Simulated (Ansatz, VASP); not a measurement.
**Two plane-wave programs on Ge**

```
Ge
1.0
    -2.57028    2.57028    1.40106
     2.57028   -2.57028    1.40106
     2.57028    2.57028   -1.40106
Ge
2
Direct
  0.25000 0.75000 0.50000
  0.50000 0.50000 0.00000
```

Alike in both runs: functional PBE; dispersion D3(BJ); k mesh 16 × 16 × 16; occupations gaussian, width 0.1 eV; no spin polarisation.

Ansatz relaxed the structure, and its values are those at the end. VASP's run is a single point on that final structure, the one shown.

|  | VASP | Ansatz |
| --- | --- | --- |
| version | VASP 6.6.1 | Ansatz 0.2.0 |
| potentials or method | VASP PAW PBE potentials, release 64 (Ge_d) | scalar-relativistic, plane waves, PAW |
| plane-wave cutoff (eV) | 520 | 420 |
| valence electrons in the cell | 28 | 28 |

```tsv
	VASP	Ansatz	Ansatz less VASP
gap on the k mesh at the Fermi level (eV)	none	none	-
pressure (GPa)	0.0	0.0	-0.03
```

A gap of «none» marks a metal or a gap that the smearing closes.

Caveats: pairwise dispersion overbinds metals, which lowers pressure and volume.
